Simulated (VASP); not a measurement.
Set up this calculation in VASP 6.6.1, as the native input.

- Task: relaxation of the atoms
- Functional: LDA
- Potentials or basis: VASP PAW LDA potentials, release 64 (Mg, O)
- Cutoff: 600 eV
- k mesh: 12 × 12 × 12
- Occupations: gaussian, width 0.03 eV
- Spin: no spin polarisation
- Further INCAR settings: ALGO = Normal; EDIFF = 1e-07; IBRION = 2; EDIFFG = -0.01; NSW = 40

The structure of MgO (Periclase) lies in POSCAR:

```
MgO                                     
1.0
    0.0000000000      2.0293453610      2.0293453610
    2.0293453610      0.0000000000      2.0293453610
    2.0293453610      2.0293453610      0.0000000000
  Mg              O             
     1     1
Direct
     0.0000000000000000    0.0000000000000000    0.0000000000000000
     0.5000000000000000    0.5000000000000000    0.5000000000000000
```

The cell isn't the ideal one: a relaxed cell with its volume scaled by 0.94.

The input as run:

INCAR

```
  PREC = Accurate
  ENCUT = 600
  EDIFF = 1E-7
  ISMEAR = 0
  SIGMA = 0.03
  LREAL = F
  LASPH = T
  NELM = 80
  ALGO = Normal
  ISIF = 2
  LWAVE = F
  LCHARG = F
  GGA = CA
  IBRION = 2
  NSW = 40
  EDIFFG = -0.01
```

KPOINTS

```
regular mesh
0
Gamma
  12 12 12
```

Potentials or basis: VASP PAW LDA potentials, release 64 (Mg, O).

Command:

```sh
$ cat potpaw_LDA.64/Mg/POTCAR potpaw_LDA.64/O/POTCAR > POTCAR
$ mpirun -np 1 vasp_std > vasp.out
```

It gave:

```yaml
Pressure_after_relaxing: 12.7 GPa
Band_gap_on_the_k_mesh: 5.82 eV, direct
```

Caveat: the relaxation stopped at its first step, so nothing moved.

Run time: 17 s on 1 thread of AMD EPYC 7R43 64-Core Processor (Zen 3), on a shared host, peak memory 0.1 GiB.
